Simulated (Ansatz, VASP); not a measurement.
V in VASP and in Ansatz

```
CELL_PARAMETERS angstrom
2.45687 0.00000 0.00000
0.00000 2.45687 0.00000
0.00000 0.00000 2.45824
ATOMIC_POSITIONS crystal
V 0.00000 0.00000 0.00000
```

Alike in both runs: functional PBE; k mesh 6 × 6 × 6; occupations gaussian, width 0.1 eV; no spin polarisation.

Ansatz relaxed the structure, and its values are those at the end. VASP's run is a single point on that final structure, the one shown.

|  | VASP | Ansatz |
| --- | --- | --- |
| version | VASP 6.6.1 | Ansatz 0.2.0 |
| potentials or method | VASP PAW PBE potentials, release 64 (V_sv) | scalar-relativistic, plane waves, PAW |
| plane-wave cutoff (eV) | 520 | 420 |
| valence electrons in the cell | 13 | 13 |

```csv
,VASP,Ansatz,Ansatz less VASP
gap on the k mesh at the Fermi level (eV),none,none,-
pressure (GPa),0.3,0.1,-0.28
```

A gap of «none» marks a metal or a gap that the smearing closes.

Caveats: the k mesh is coarse (spacing up to 0.43 Å⁻¹), so the values aren't converged.
